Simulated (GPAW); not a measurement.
# SnTe (Fm-3m) in GPAW: settings compared

One crystal, SnTe, is run at these levels: PBE, LDA; tasks: single point.

All numbers are computed with GPAW 26.7.0; they aren't measurements. Logs are shortened: lines on timing, memory, paths and dates and some standing lists are left out, and cuts for length are marked. The log counts tension as positive stress, the text compression.

**What was measured.**

A printed reference work, textbook reports, for a bulk crystal of SnTe at 300 K: band gap 0.18 eV (direct).

The results are compared with them further down.

## 1. Starting point

Symmetry: Fm-3m, No. 225, cubic system. The conventional cell has a = 6.302 Å, b = 6.302 Å, c = 6.302 Å, α = 90.00°, β = 90.00°, γ = 90.00°. Around Te (site symmetry m-3m) lie 6 Sn at 3.15 Å. Sn (site symmetry m-3m) has 6 Te at 3.15 Å as nearest neighbours.

## 2. Single point, PBE

Input file run.py:

```python
from ase.dft.bandgap import bandgap
from ase.io import read, write
from ase.units import GPa
from gpaw import GPAW, PW

atoms = read('SnTe.xyz')

calc = GPAW(mode=PW(450),
            xc='PBE',
            kpts={'size': (6, 6, 6), 'gamma': True},
            occupations={'name': 'fermi-dirac', 'width': 0.05},
            nbands=19,
            maxiter=120,
            txt='gpaw.txt')
atoms.calc = calc
energy = atoms.get_potential_energy()
forces = atoms.get_forces()
stress = atoms.get_stress()
calc.write('gs.gpw')
write('result.traj', atoms)
print(f'Energy: {energy:.6f} eV')
print('Forces (eV/A):')
print(forces.round(4))
print('Stress (GPa):', (stress / GPa).round(3))
print('Fermi level:', round(calc.get_fermi_level(), 4), 'eV')
print(f'Gap: {bandgap(calc)[0]:.4f} eV, direct: {bandgap(calc, direct=True)[0]:.4f} eV')
```

Input file SnTe.xyz:

```xyz
2
Lattice="0.0000000000 3.1508500000 3.1508500000 3.1508500000 0.0000000000 3.1508500000 3.1508500000 3.1508500000 0.0000000000" Properties=species:S:1:pos:R:3 pbc="T T T"
Te     3.1508500000      3.1508500000      3.1508500000
Sn     0.0000000000      0.0000000000      0.0000000000
```

Potentials or basis: GPAW PAW data sets (gpaw-data 1.2.1), pw.

Command:

```sh
$ OMP_NUM_THREADS=1 python run.py
```

gpaw.txt:

```text
__  _  _
 | _ |_)|_||  |
 |__||  | ||/\| - 26.7.0

Input parameters:
  mode=PW(ecut=450.00000000000006),
  kpts=MonkhorstPack(size=(6, 6, 6), gamma=True),
  maxiter=120,
  nbands=19,
  occupations=Occupations(name='fermi-dirac', width=0.05),
  xc=XC(name='PBE')

Diagonalizing LCAO Hamiltonian
Converting LCAO to pw mode

                 Te

       Sn

Atoms  # Å, Bohr magnetons
|   | symbol |        x |        y |        z |    initial magnetic moments |
|---|--------|----------|----------|----------|-----------------------------|
| 0 |     Te | 3.150850 | 3.150850 | 3.150850 | ( 0.0000,  0.0000,  0.0000) |
| 1 |     Sn | 0.000000 | 0.000000 | 0.000000 | ( 0.0000,  0.0000,  0.0000) |

Unit cell  # Å
| periodic |        x |        y |        z |  lengths |    angles |
|----------|----------|----------|----------|----------|-----------|
|      yes | 0.000000 | 3.150850 | 3.150850 | 4.455975 | 60.000000 |
|      yes | 3.150850 | 0.000000 | 3.150850 | 4.455975 | 60.000000 |
|      yes | 3.150850 | 3.150850 | 0.000000 | 4.455975 | 60.000000 |

Number of symmetries: 48
Symmetry operations  # r_c * U_cc + t_c -> r_c
|    | kind |            matrix            |
|----|------|------------------------------|
|  0 |  σ   |  1, 0, 0,  1, 0,-1,  1,-1, 0 |
|  1 |  C2  |  1, 0, 0,  1,-1, 0,  1, 0,-1 |
|  2 |  E   |  1, 0, 0,  0, 1, 0,  0, 0, 1 |
|  3 |  σ   |  1, 0, 0,  0, 0, 1,  0, 1, 0 |
|  4 |  C4  |  1, 0,-1,  1, 0, 0,  1,-1, 0 |
|  5 |  S6  |  1, 0,-1,  1,-1, 0,  1, 0, 0 |
|  6 |  σ   |  1, 0,-1,  0, 1,-1,  0, 0,-1 |
|  7 |  C3  |  1, 0,-1,  0, 0,-1,  0, 1,-1 |
|  8 |  S6  |  1,-1, 0,  1, 0, 0,  1, 0,-1 |
|  9 |  C4  |  1,-1, 0,  1, 0,-1,  1, 0, 0 |
| 10 |  C3  |  1,-1, 0,  0,-1, 1,  0,-1, 0 |
| 11 |  σ   |  1,-1, 0,  0,-1, 0,  0,-1, 1 |
| 12 |  σ   |  0, 1, 0,  1, 0, 0,  0, 0, 1 |
| 13 |  C4  |  0, 1, 0,  0, 1,-1, -1, 1, 0 |
| 14 |  C3  |  0, 1, 0,  0, 0, 1,  1, 0, 0 |
| 15 |  S6  |  0, 1, 0, -1, 1, 0,  0, 1,-1 |
| 16 |  C2  |  0, 1,-1,  1, 0,-1,  0, 0,-1 |
| 17 |  σ   |  0, 1,-1,  0, 1, 0, -1, 1, 0 |
| 18 |  S4  |  0, 1,-1,  0, 0,-1,  1, 0,-1 |
| 19 |  C4  |  0, 1,-1, -1, 1, 0,  0, 1, 0 |
| 20 |  C3  |  0, 0, 1,  1, 0, 0,  0, 1, 0 |
| 21 |  σ   |  0, 0, 1,  0, 1, 0,  1, 0, 0 |
| 22 |  S6  |  0, 0, 1,  0,-1, 1, -1, 0, 1 |
| 23 |  C4  |  0, 0, 1, -1, 0, 1,  0,-1, 1 |
| 24 |  S4  |  0, 0,-1,  1, 0,-1,  0, 1,-1 |
| 25 |  C3  |  0, 0,-1,  0, 1,-1,  1, 0,-1 |
| 26 |  C2  |  0, 0,-1,  0,-1, 0, -1, 0, 0 |
| 27 |  S6  |  0, 0,-1, -1, 0, 0,  0,-1, 0 |
| 28 |  S4  |  0,-1, 1,  1,-1, 0,  0,-1, 0 |
| 29 |  C4  |  0,-1, 1,  0, 0, 1, -1, 0, 1 |
| 30 |  C2  |  0,-1, 1,  0,-1, 0,  1,-1, 0 |
| 31 |  σ   |  0,-1, 1, -1, 0, 1,  0, 0, 1 |
| 32 |  C3  |  0,-1, 0,  1,-1, 0,  0,-1, 1 |
| 33 |  S6  |  0,-1, 0,  0, 0,-1, -1, 0, 0 |
| 34 |  S4  |  0,-1, 0,  0,-1, 1,  1,-1, 0 |
| 35 |  C2  |  0,-1, 0, -1, 0, 0,  0, 0,-1 |
| 36 |  C2  | -1, 1, 0,  0, 1, 0,  0, 1,-1 |
| 37 |  S6  | -1, 1, 0,  0, 1,-1,  0, 1, 0 |
| 38 |  S4  | -1, 1, 0, -1, 0, 1, -1, 0, 0 |
| 39 |  C3  | -1, 1, 0, -1, 0, 0, -1, 0, 1 |
| 40 |  S6  | -1, 0, 1,  0, 0, 1,  0,-1, 1 |
| 41 |  C2  | -1, 0, 1,  0,-1, 1,  0, 0, 1 |
| 42 |  C3  | -1, 0, 1, -1, 1, 0, -1, 0, 0 |
| 43 |  S4  | -1, 0, 1, -1, 0, 0, -1, 1, 0 |
| 44 |  C2  | -1, 0, 0,  0, 0,-1,  0,-1, 0 |
| 45 |  i   | -1, 0, 0,  0,-1, 0,  0, 0,-1 |
| 46 |  σ   | -1, 0, 0, -1, 1, 0, -1, 0, 1 |
| 47 |  C2  | -1, 0, 0, -1, 0, 1, -1, 1, 0 |

BZ-sampling:
[... 62 lines left out ...]
    |   5s |  2.000 |     -15.089 |    1.180 |
    |   5p |  4.000 |      -5.955 |    1.196 |
    |    s |        |      12.123 |    1.180 |
    |    p |        |      21.256 |    1.196 |
    |    d |        |       0.000 |    1.238 |

    Using partial waves for Te as LCAO basis

  Sn:
    name:    Tin
    Z:       50.0
    valence: 14
    core:    36
    charge:  0.0  # [|e|]
    compensation charges:
      type: gauss
      rc: 0.38  # [Å]
      lmax: 2
    cutoffs:
      filter: 2.23  # [Å]
      core: 2.35  # [Å]
    projectors
    | kind |    occ | energy [eV] | rcut [Å] |
    |------|--------|-------------|----------|
    |   5s |  2.000 |     -10.538 |    1.201 |
    |   5p |  2.000 |      -3.696 |    1.270 |
    |   4d | 10.000 |     -25.845 |    1.185 |
    |    s |        |      16.674 |    1.201 |
    |    p |        |      23.515 |    1.270 |
    |    d |        |       1.367 |    1.185 |

    Using partial waves for Sn as LCAO basis

Reference energy: -352801.376741  # eV

eigensolver:
  PPCG
  Converge bands: occupied
  niter=2

density mixing:
  MSR1-Mixer
  Pratt-step length: 0.05
  Maximum mixing coefficient: 0.75
  Old densities: 10
  SVD Regularization: 0.005
  Good broyden scale: 1.0
  Trust region scale: 1.0
  Backstep threshold: 4.0
  History deletion threshold: 6.0
  Fourier metric: weight=20.0, sigma=0.015

occupation numbers:
  Fermi-Dirac:
    width: 0.0500  # eV

poisson solver:
  ecut: 3600.0000000000005  # eV

xc functional:
  name: PBE with 2 nearest neighbor stencil

convergence criteria:
- Maximum [total energy] change in last 3 cyles: 0.0005 eV / valence electron
- Maximum integral of absolute [dens]ity change: 0.0001 electrons / valence electron
- Maximum integral of absolute [eigenst]ate change: 4e-08 eV^2 / valence electron
maximum number of iterations: 120

SCF iterations
|iter     | |      energy | eigst |  dens |
|---------|-|-------------|-------|-------|
|iter:   1| |   -7.805248 | -0.19 |       |
|iter:   2| |   -7.798922 | -2.34 | -1.48 |
|iter:   3| |   -7.768024 | -2.72 | -1.52 |
|iter:   4| |   -7.769308 | -4.18 | -2.11 |
|iter:   5| |   -7.769523c| -4.81 | -2.61 |
|iter:   6| |   -7.769532c| -6.25 | -3.32 |
|iter:   7| |   -7.769533c| -7.58c| -4.17c|

Converged in 7 steps
Energy contributions relative to reference atoms: (reference = -352801.376741)

Energy contributions:
  Kinetic:          15.261312
  Coulomb:         -15.306884
  Zero:              0.185958
  External:          0.000000
  Xc:               -7.908823
  Entropy:          -0.002192
  Spinorbit:         0.000000
  ----------------------------
  Free energy:      -7.770629
  Extrapolated:     -7.769533

dipole moment: (-21.374850, -21.374850, -21.374850)  # |e|*Ang

Fermi level: 6.521
Eigenvalues  # (at kpt = [0.000, 0.000, 0.000])
| band index |      eig [eV] | occ [0-2] |
|------------|---------------|-----------|
|          0 |       -15.434 |     2.000 |
|        ... |               |           |
|          2 |       -15.427 |     2.000 |
|          3 |       -15.427 |     2.000 |
|          4 |       -15.427 |     2.000 |
|          5 |        -6.329 |     2.000 |
|          6 |         1.800 |     2.000 |
|          7 |         4.307 |     2.000 |
[... 9 lines left out ...]
|         17 |        13.377 |     0.000 |
|         18 |        13.377 |     0.000 |

Gap: 0.106 eV
Transition (v -> c):
  (s=0, k=15, n=9, [0.50, 0.50, 0.50]) -> (s=0, k=15, n=10, [0.50, 0.50, 0.50])
No difference between direct/indirect transitions

Forces  # eV/Ang
|       x |        y |        z |
|---------|----------|----------|
| 0.00000 |  0.00000 | -0.00000 |  # Te   0
| 0.00000 | -0.00000 | -0.00000 |  # Sn   1

Stress tensor  # eV/Ang^3
|         x |         y |         z |
|-----------|-----------|-----------|
| -0.007574 |  0.000000 |  0.000000 |
|  0.000000 | -0.007574 |  0.000000 |
|  0.000000 |  0.000000 | -0.007574 |

# Writing to gs.gpw (mode='')
```

Run time: 5.2 s. Hardware: 1 thread of Intel Xeon 6975P-C (Granite Rapids), shared host; peak memory 0.15 GiB.

Results:

```
Free energy            : -7.7706 eV
Pressure               : 1.2 GPa
Band gap on the k mesh : 0.11 eV, direct
```

Levels at points of the mesh, in eV from the valence-band top:
| k point | band 8 | band 9 | band 10 | band 11 | band 12 | band 13 |
| --- | --- | --- | --- | --- | --- | --- |
| (0.00, 0.00, 0.00) | -2.16 | -2.16 | -2.16 | 3.33 | 3.33 | 3.33 |
| (0.50, 0.50, 0.00) | -5.59 | -3.76 | -3.76 | 2.17 | 4.91 | 4.91 |
| (0.50, 0.50, 0.50) | -1.82 | -1.82 | 0.00 | 0.11 | 0.35 | 0.35 |

Caveat: the cutoff is short for stress and forces, so pressures can be off by a GPa or more; spin-orbit coupling is left out, which moves the levels of the heavy elements.

## 3. Single point, LDA

Changes to run.py since step 2:

```diff
@@ -1,3 +1,4 @@
+from ase import Atoms
 from ase.dft.bandgap import bandgap
-from ase.io import read, write
+from ase.io import write
 from ase.units import GPa
@@ -5,6 +6,12 @@
 
-atoms = read('SnTe.xyz')
+atoms = Atoms(['Te', 'Sn'],
+              cell=[[0.0, 3.15085, 3.15085],
+                    [3.15085, 0.0, 3.15085],
+                    [3.15085, 3.15085, 0.0]],
+              scaled_positions=[[0.5, 0.5, 0.5],
+                                [0.0, 0.0, 0.0]],
+              pbc=True)
 
 calc = GPAW(mode=PW(450),
-            xc='PBE',
+            xc='LDA',
             kpts={'size': (6, 6, 6), 'gamma': True},
```

Potentials or basis: the program's PAW data sets (release 1.2.1) made for this functional, pw.

Command:

```sh
$ OMP_NUM_THREADS=1 python run.py
```

It took 5.3 s on 1 thread of Intel Xeon 6975P-C (Granite Rapids), shared host; peak memory 0.14 GiB.

The run converged. Its results:

| Item | Value |
| --- | --- |
| Free energy | -9.0852 eV |
| Pressure | -2.6 GPa |
| Band gap on the k mesh | 0.11 eV, direct |

Levels at points of the mesh, in eV from the valence-band top:
```tsv
k point	band 6	band 7	band 8	band 9	band 10	band 11	band 12	band 13	band 14	band 15
(0.00, 0.00, 0.00)	-12.77	-4.77	-2.07	-2.07	-2.07	3.34	3.34	3.34	4.90	4.90
(0.50, 0.50, 0.00)	-11.20	-6.52	-5.50	-3.66	-3.66	2.27	4.90	4.90	6.34	9.33
(0.50, 0.50, 0.50)	-11.50	-8.32	-1.71	-1.71	0.00	0.11	0.40	0.40	7.80	8.84
```

Caveat: the cutoff is short for stress and forces, so pressures can be off by a GPa or more; spin-orbit coupling is left out, which moves the levels of the heavy elements.

## 4. Comparison with measurements

Step 2. Measured gap of SnTe: 0.18 eV (direct; 300 K; a printed reference work, textbook). This calculation gives 0.11 eV (-0.07 eV). Spin-orbit coupling on Sn, Te is left out. The value is that of PBE on a finite k mesh, which can miss the band edges, without temperature or zero-point motion. Semilocal functionals fall short of measured gaps as a rule.

Step 3. Against the measured gap of SnTe, 0.18 eV (direct; 300 K; a printed reference work, textbook), the calculated 0.11 eV is off by -0.07 eV. Spin-orbit coupling on Sn, Te is left out. The value is that of LDA on a finite k mesh, which can miss the band edges, without temperature or zero-point motion. Semilocal functionals fall short of measured gaps as a rule.
